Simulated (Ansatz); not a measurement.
**NaF: a sweep of one setting**

```yaml
crystal:
  lattice:
    - [0.00000, 2.32330, 2.32330]
    - [2.32330, 0.00000, 2.32330]
    - [2.32330, 2.32330, 0.00000]
  atoms:
    - { symbol: Na, position: [0.00000, 0.00000, 0.00000] }
    - { symbol: F, position: [0.50000, 0.50000, 0.50000] }
```

Atom numbers follow the list: Na1, F2.

The conventional cell has a = 4.647 Å, b = 4.647 Å, c = 4.647 Å, α = 90.00°, β = 90.00°, γ = 90.00°. Na (atom 1) has 6 F at 2.32 Å as nearest neighbours. F (atom 2) is surrounded by 6 Na at 2.32 Å.

The structure is an experimental refinement, used without relaxation.

The calculation used DFT, PBE, all-electron LAPW, scalar-relativistic in Ansatz 0.2.0.

The runs use a Γ-centred 10×10×10 k mesh, Fermi–Dirac smearing of 0.02 eV, basis error target 0.5 meV/atom, no spin polarisation. One setting is then changed at a time.

| LAPW cutoff (eV) | free energy less the base's (meV/atom) | P (GPa) | gap on the mesh (eV) |
| --- | --- | --- | --- |
| 283 (base) | 0.0 | 1.72 | 6.266 |
| 180 | ? | ? | 6.265 |
| 260 | 0.1 | 1.72 | 6.266 |
| 320 | -0.1 | 1.72 | 6.267 |
| 500 | -0.1 | 1.72 | 6.266 |

Task: What belongs in the row "180", column "free energy less the base's (meV/atom)"?

Result: 4.1.

Task: Give the missing entry: row "180", column "P (GPa)".

Result: 1.77.
